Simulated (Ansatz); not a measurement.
# BeSe (F-43m): exact exchange against the cheap answer

Aim: see how the gap and pressure of BeSe (F-43m) move with the amount and range of exact exchange, and what each run costs.

Computed with Ansatz 0.2.0 (DFT at several levels, plane waves, PAW, unless a step's input says otherwise).

## (1) The system as given

Symmetry: F-43m, No. 216, cubic system. Conventional cell: a = 5.070 Å, b = 5.070 Å, c = 5.070 Å, α = 90.00°, β = 90.00°, γ = 90.00°. Be (site symmetry -43m) is surrounded by 4 Se at 2.20 Å. Se (site symmetry -43m) is surrounded by 4 Be at 2.20 Å.

As a file:

```cif
data_structure
_symmetry_space_group_name_H-M 'P 1'
_symmetry_Int_Tables_number 1
_cell_length_a 3.5850
_cell_length_b 3.5850
_cell_length_c 3.5850
_cell_angle_alpha 60.000
_cell_angle_beta 60.000
_cell_angle_gamma 60.000
_cell_volume 32.58
loop_
_atom_site_label
_atom_site_type_symbol
_atom_site_fract_x
_atom_site_fract_y
_atom_site_fract_z
_atom_site_occupancy
Be1 Be 0.00000 0.00000 0.00000 1
Se1 Se 0.75000 0.75000 0.75000 1
```

An earlier run on this cell at PBE gave 5.36 GPa at 16.291 Å³/atom (8×8×8 mesh), gap on the mesh 2.54 eV. The cell is compressed at this level.

All runs below keep this geometry.

Levels to run, all on a 4×4×4 mesh: PBE; PBE0 form (fraction 1/ε∞); HSE06 + D3(BJ); HSE06 form (fraction 0.1); HSE06 form (fraction 0.35). Hardware: 4 threads of Arm Neoverse V1, shared host.

## (2) PBE

Contents of input.yaml:

```yaml
crystal:
  lattice:
    - [0.0, 2.535001018, 2.535001018]
    - [2.535001018, 0.0, 2.535001018]
    - [2.535001018, 2.535001018, 0.0]
  atoms:
    - { symbol: Be, position: [0.0, 0.0, 0.0] }
    - { symbol: Se, position: [0.75, 0.75, 0.75] }
basis:
  ecutwfc: 420
  ecutrho_ratio: 4
kpoints:
  mp_grid: { grid: [4, 4, 4] }
hamiltonian:
  xc: pbe
scf:
  occupations: { method: gaussian, width: 0.05 }
output:
  forces: true
  stress: true
  eigenvalues: true
  populations: true
  write_density: true
  write_potential: true
  elf: true
  volumetric_format: npy
```

Started as:

```sh
ansatz run input.yaml --threads 4 --pin off --max-ram 8192MiB --backend cpu --events-out ev --progress --plain --runs-dir out
```

After this run come: PBE0 form (fraction 1/ε∞); HSE06 + D3(BJ); HSE06 form (fraction 0.1); HSE06 form (fraction 0.35).

Q: Predict the outcome of this session. Wanted: for each run, exact exchange; change of gap; pressure.

The runs gave:

| level | exact exchange | gap on the mesh (eV) | change of gap (eV) | pressure (GPa) | wall time | CPU time |
| --- | --- | --- | --- | --- | --- | --- |
| PBE | 0.00 | 2.52 | 0 | 5.9 | 0.39 s | 0.93 s |
| PBE0 form (fraction 1/ε∞) | 0.16 | 3.54 | +1.02 | 5.0 | 7.4 s | 23 s |
| HSE06 + D3(BJ) | 0.25 | 3.38 | +0.85 | 0.9 | 3.7 s | 11 s |
| HSE06 form (fraction 0.1) | 0.10 | 2.86 | +0.34 | 5.4 | 3.5 s | 11 s |
| HSE06 form (fraction 0.35) | 0.35 | 3.73 | +1.21 | 4.0 | 4.5 s | 13 s |

Changes count from PBE. Times are on 4 threads of Arm Neoverse V1, shared host; the hybrid runs also made densities of states.

Against 2.52 eV at PBE, the runs with exact exchange give 2.86 (HSE06 form (fraction 0.1)) to 3.73 eV (HSE06 form (fraction 0.35)). The pressure spans 0.9 to 5.9 GPa, negative where a level wants a smaller cell on this coarse mesh, whose own error is in all of them. Levels with a dispersion term owe part of their pull to it. The median run with exact exchange took 13 times the CPU time of the cheap one. Gaps are over this coarse mesh alone, and total energies of different levels can't be compared. The program warned that the SCF threshold is loose for the stress of this hybrid run.
